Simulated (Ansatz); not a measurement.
# C: equation of state with r2SCAN

Slab: C, a slab with vacuum.

```
C
1.0
     2.45617    0.00000    0.00000
    -1.22809    2.12711    0.00000
     0.00000    0.00000    8.52380
C
2
Direct
  0.66667 0.33333 0.00000
  0.33333 0.66667 0.00000
```

```
Program             : Ansatz 0.2.0
Task                : equation of state
Functional          : r2SCAN
Potentials or basis : Ansatz PAW
Cutoff              : 500 eV
Density cutoff      : 2000 eV
k mesh              : 12 × 12 × 3
Occupations         : fermi-dirac, width 0.05 eV
Spin                : no spin polarisation
```

```json
{
  "Equilibrium volume": "22.26 Å³/atom",
  "Bulk modulus at fixed shape and positions": "113 GPa",
  "Pressure derivative of the bulk modulus": "3.5"
}
```

Energy against volume, from the lowest point:
| volume (Å³/atom) | energy (meV/atom) |
| --- | --- |
| 20.930 | 30.64 |
| 21.376 | 13.14 |
| 21.821 | 3.14 |
| 22.266 | 0.00 |
| 22.712 | 3.11 |
| 23.157 | 11.93 |
| 23.602 | 25.96 |

All runs of the series together: 26 s on 2 threads of Intel(R) Xeon(R) Processor @ 2.50GHz (Skylake/Cascade Lake), with other jobs on the host.

Caveat: the cell was scaled at fixed shape and fractional positions, which overstates the stiffness of a crystal with free parameters, most of all of layers and chains; the PAW data sets were made with another functional, which shifts forces and pressure a little.
